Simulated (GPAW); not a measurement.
Runs of GPAW 26.7.0 on TiO2. The structure is tetragonal, space group P4_2/mnm (No. 136). Conventional cell: a = 4.600 Å, b = 4.600 Å, c = 2.959 Å, α = 90.00°, β = 90.00°, γ = 90.00°. Ti (site symmetry mmm) is surrounded by 6 O at 1.95 to 1.98 Å. O (site symmetry m2m) is surrounded by 3 Ti at 1.95 to 1.98 Å. The cell is a database's computed one.

```tsv
task	level	potentials or basis	cell	k mesh	eigensolver	optimizer	fmax	max steps	target pressure	gap on the mesh (eV)	pressure (GPa)	largest force (eV/Å)
relaxation of cell and atoms	OLYP	PAW data sets generated in the run's folder for this functional, pw	relaxed to 20 GPa	4 × 4 × 6	davidson	BFGS	0.01 eV/Å	60	20 GPa	(b)	20.0	-
single point	PBEsol	PAW data sets generated in the run's folder for this functional, pw	atoms moved at random, drawn with an rms of 0.05 Å	6 × 6 × 9	-	-	-	-	-	1.77	-1.5	0.87
band structure	C09-vdW	GPAW PAW data sets (gpaw-data 1.2.1), pw	as given	4 × 4 × 6	-	-	-	-	-	(a)	-	0.04
band structure	r4SCAN	GPAW PAW data sets (gpaw-data 1.2.1), pw	as given	4 × 4 × 6	-	-	-	-	-	2.24	-0.9	0.03
relaxation of cell and atoms	RPBE+D3	the program's PAW data sets (release 1.2.1) made for this functional, pw	relaxed	4 × 4 × 6	-	BFGS	0.02 eV/Å	60	-	1.86	0.2	0.02
```

Alike in all rows: no spin polarisation; cutoff (eV) 800; smearing fermi-dirac 0.05 eV.

Q: Fill in the values left out.

A: (a) 1.84; (b) 1.98.

Caveats: later steps reuse the first step's grids (some runs); the PAW data sets were made with another functional, which shifts forces and pressure a little (some runs); an odd mesh through Γ misses points on the zone boundary, where band edges often lie (some runs).

Runs at the PBE level aren't shown here.
